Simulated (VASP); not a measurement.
A VASP 6.6.1 single-point calculation on CaO

INCAR

```
LWAVE = .FALSE.
NSW = 0
NELM = 120
NBANDS = 15
LASPH = .TRUE.
EDIFF = 1E-7
ENCUT = 520
LCHARG = .FALSE.
PREC = Normal
SIGMA = 0.02
GGA = PE
ISIF = 2
IBRION = -1
ISMEAR = -1
LREAL = .FALSE.
```

KPOINTS

```
KPOINTS created by Atomic Simulation Environment
0
Monkhorst-Pack
10 10 10
0 0 0
```

POSCAR

```
Ca O
 1.0000000000000000
     0.0000000000000000    2.2544163686999998    2.3975501103000001
     2.2544163686999998    0.0000000000000000    2.3975501103000001
     2.2544163686999998    2.2544163686999998    0.0000000000000000
 Ca  O
   1   1
Cartesian
  0.0000000000000000  0.0000000000000000  0.0000000000000000
  2.2544163686999998  2.2544163686999998  2.3975501103000005
```

The recommended PBE PAW datasets give the neutral cell 16 valence electrons.

Command

```
mpirun -np 1 vasp_std
```

OSZICAR

```
N       E                     dE             d eps       ncg     rms          rms(c)
DAV:   1     0.125742214044E+03    0.12574E+03   -0.84655E+03  8266   0.111E+03
DAV:   2    -0.928426336049E+01   -0.13503E+03   -0.12577E+03 10192   0.298E+02
DAV:   3    -0.141727653408E+02   -0.48885E+01   -0.48606E+01  9709   0.590E+01
DAV:   4    -0.142933005123E+02   -0.12054E+00   -0.12043E+00 11536   0.839E+00
DAV:   5    -0.142955056975E+02   -0.22052E-02   -0.22051E-02  9808   0.989E-01    0.871E+00
DAV:   6    -0.125634243382E+02    0.17321E+01   -0.47763E+00  9853   0.226E+01    0.328E+00
DAV:   7    -0.125106097335E+02    0.52815E-01   -0.37377E-01  9898   0.664E+00    0.176E+00
DAV:   8    -0.125066813761E+02    0.39284E-02   -0.71363E-02 11155   0.286E+00    0.409E-01
DAV:   9    -0.125048434961E+02    0.18379E-02   -0.51938E-03  8705   0.710E-01    0.106E-01
DAV:  10    -0.125054172010E+02   -0.57370E-03   -0.75375E-04 10266   0.258E-01    0.387E-02
DAV:  11    -0.125053879765E+02    0.29224E-04   -0.89359E-05  9724   0.106E-01    0.144E-02
DAV:  12    -0.125053857700E+02    0.22066E-05   -0.11328E-05  9895   0.430E-02    0.129E-03
DAV:  13    -0.125053856572E+02    0.11281E-06   -0.89100E-07  9671   0.932E-03    0.623E-04
DAV:  14    -0.125053855733E+02    0.83866E-07   -0.36433E-08  7412   0.214E-03
   1 F= -.12505386E+02 E0= -.12505386E+02  d E =-.122305E-10
```

Standard output (part)

```
POSCAR found type information on POSCAR CaO
 POSCAR found :  2 types and       2 ions
 LDA part: xc-table for (Slater+PW92), standard interpolation
 POSCAR, INCAR and KPOINTS ok, starting setup
 WAVECAR not read
 entering main loop
```

From OUTCAR

```
k-points           NKPTS =    275   k-points in BZ     NKDIM =    275   number of bands    NBANDS=     15

   NELECT =      16.0000    total number of electrons

   dimension x,y,z NGX =    18 NGY =   18 NGZ =   18
   dimension x,y,z NGXF=    36 NGYF=   36 NGZF=   36

  energy-cutoff  :      520.00
  volume of cell :       24.37
      direct lattice vectors                 reciprocal lattice vectors
     0.000000000  2.254416369  2.397550110    -0.221786892  0.221786892  0.208546215
     2.254416369  0.000000000  2.397550110     0.221786892 -0.221786892  0.208546215
     2.254416369  2.254416369  0.000000000     0.221786892  0.221786892 -0.208546215

 k-points in reciprocal lattice and weights: KPOINTS created by Atomic Simulation Env
   0.05000000  0.05000000  0.05000000       0.002
   0.15000000  0.05000000  0.05000000       0.004
   0.25000000  0.05000000  0.05000000       0.004
   0.35000000  0.05000000  0.05000000       0.004
   0.45000000  0.05000000  0.05000000       0.004
  -0.45000000  0.05000000  0.05000000       0.004
  -0.35000000  0.05000000  0.05000000       0.004
  -0.25000000  0.05000000  0.05000000       0.004
   ...

 E-fermi :   3.5632

 k-point     1 :       0.0500    0.0500    0.0500
  band No.  band energies     occupation
      1     -33.9748      2.00000
      2     -14.7032      2.00000
      3     -14.6359      2.00000
      4     -14.6103      2.00000
      5     -12.5634      2.00000
      6       2.9367      2.00000
      7       3.1459      2.00000
      8       3.1800      2.00000
      9       8.8760      0.00000
     10       9.4029      0.00000
     11       9.8600      0.00000
     12       9.9037      0.00000
     13      11.4603      0.00000
     14      11.8183      0.00000
     15      19.2107      0.00000

 k-point     2 :       0.1500    0.0500    0.0500
  band No.  band energies     occupation
      1     -33.9530      2.00000
      2     -15.0126      2.00000
      3     -14.6505      2.00000
      4     -14.6307      2.00000
      5     -12.2444      2.00000
      6       2.4853      2.00000
      7       2.8213      2.00000
      8       3.0788      2.00000
      9       9.4219      0.00000
     10       9.5223      0.00000
     11       9.9082      0.00000
     12      10.3081      0.00000
     13      11.7443      0.00000
     14      12.2265      0.00000
     15      19.8169      0.00000

 k-point     3 :       0.2500    0.0500    0.0500
  band No.  band energies     occupation
      1     -33.9047      2.00000
      2     -15.5495      2.00000
      3     -14.6892      2.00000
      4     -14.6393      2.00000
      5     -11.7040      2.00000
      6       1.6960      2.00000
      7       2.3604      2.00000
      8       2.6545      2.00000
      9       9.5934      0.00000
     10      10.3869      0.00000
     11      10.6528      0.00000
     12      10.9267      0.00000
     13      12.4494      0.00000
     14      13.1008      0.00000
     15      20.5485      0.00000

 ...

  Total        4.4773343      4.4773343      1.7442240      0.0000000      0.0000000     -0.0000000
  in kB      294.3500801    294.3500801    114.6692273      0.0000000      0.0000000     -0.0000000
  external PRESSURE =     234.4564625 kB  Pullay stress =       0.0000000 kB

 POSITION                                       TOTAL-FORCE (eV/Angst)
 -----------------------------------------------------------------------------------
      0.00000      0.00000      0.00000         0.000000     -0.000000      0.000000
      2.25442      2.25442      2.39755        -0.000000      0.000000      0.000000
 -----------------------------------------------------------------------------------
    total drift:                               -0.000000      0.000000      0.000000

  FREE ENERGIE OF THE ION-ELECTRON SYSTEM (eV)
  ---------------------------------------------------
  free  energy   TOTEN  =       -12.5053855733 eV

  energy  without entropy=      -12.5053855733  energy(sigma->0) =      -12.50538557
```

It converged. Results: gap between bands v and c on the k mesh 3.57 eV; least direct gap on the k mesh 3.92 eV; pressure 23.4 GPa. Band v is the last that the valence electrons fill when counted band by band, and c is the next.

The shifted mesh misses Γ, so a band edge there is missed.

For comparison, a separate PBE run of the intended cell, on usual settings and not on those above, gives a gap of 3.42 eV on its mesh and a pressure of 23.4 GPa.

The run above took about 38 s on one core of a shared host (Intel Xeon Platinum 8488C) and held 0.2 GiB at most.
